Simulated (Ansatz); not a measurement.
Free-standing sheet of BN, cell area 5.451 Å²:

```yaml
crystal:
  lattice:
    - [2.50875, 0.00144, 0.00000]
    - [1.25312, 2.17337, 0.00000]
    - [0.00000, 0.00000, 26.00000]
  periodic: [true, true, false]
  atoms:
    - { symbol: B, position: [0.49998, 0.49998, 0.50000] }
    - { symbol: N, position: [0.83332, 0.83332, 0.50000] }
```

Method: DFT PBE+D3(BJ), scalar-relativistic, plane waves, PAW (Ansatz 0.2.0). Plane waves to 420 eV, a k mesh through Γ of 10×10×1 on the computed 2-atom cell and Gaussian smearing (0.02 eV); no spin polarisation. The sheet is isolated along c (Coulomb cut-off).

In an external field along +c, atoms held, its energy changes by -1.250 meV a cell at +0.2 V/Å and by -1.250 meV at −0.2 V/Å.

(1) What dipole and polarisability along c does the sheet have?

(2) What thickness does that polarisability stand for?

(3) Predict the energy change at +0.35 V/Å.

## Answers

(1) ΔE = −pF − αF²/2. The odd part gives p = −[ΔE(+F) − ΔE(−F)]/(2F) = 0.0000 e·Å a cell (none within the accuracy). The even part gives α = −[ΔE(+F) + ΔE(−F)]/F² = 0.0625 e·Å²/V.

(2) α/(ε0·A) = 0.0625 × 180.95/5.451 = 2.07 Å. For a slab of thickness t and dielectric constant ε this equals t(1 − 1/ε), so it is the thickness over which the sheet would screen the field wholly.

(3) −p·0.35 − α·0.35²/2 = -3.83 meV; the calculation gives -3.83 meV, so the response is still linear.